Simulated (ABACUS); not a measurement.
Crystal: W.

```
W
1.0
     2.74070    0.00000    0.00000
    -0.91357    2.58396    0.00000
    -0.91357   -1.29198    2.23777
W
1
Direct
  0.00000 0.00000 0.00000
```

```yaml
Program: ABACUS 3.10.1
Task: relaxation of cell and atoms
Functional: HCTH407
Potentials_or_basis: PseudoDojo NC SR 0.5 PBE standard
Cutoff: 1007 eV
Density_cutoff: 4027 eV
Basis: plane waves
k_mesh: 10 × 10 × 10
Occupations: fermi-dirac, width 0.05 eV
Spin: no spin polarisation
```

At the start: pressure -6.5 GPa; volume 15.85 Å³/atom.

Task: How do energy, volume and symmetry change on relaxing?

Result: Over 4 steps the energy falls by 6.7 meV/atom and the volume is 15.52 Å³/atom (-2.0 %); space group Im-3m (No. 229, to 0.05 Å).

The path:
| step | energy change (eV) | largest force (eV/Å) | pressure (GPa) | volume (Å³) |
| --- | --- | --- | --- | --- |
| 1 | 0.0000 | 0.0000 | -6.51 | 15.85 |
| 2 | 0.0957 | 0.0000 | 30.35 | 14.36 |
| 3 | -0.0067 | 0.0000 | -0.25 | 15.54 |
| 4 | -0.0067 | 0.0000 | 0.01 | 15.52 |

Final structure:
```
W
1.0
     2.72196    0.00000    0.00000
    -0.90732    2.56629    0.00000
    -0.90732   -1.28315    2.22247
W
1
Cartesian
  0.0000 0.0000 0.0000
```

Caveat: the potentials were made for another functional, which shifts forces and pressure.
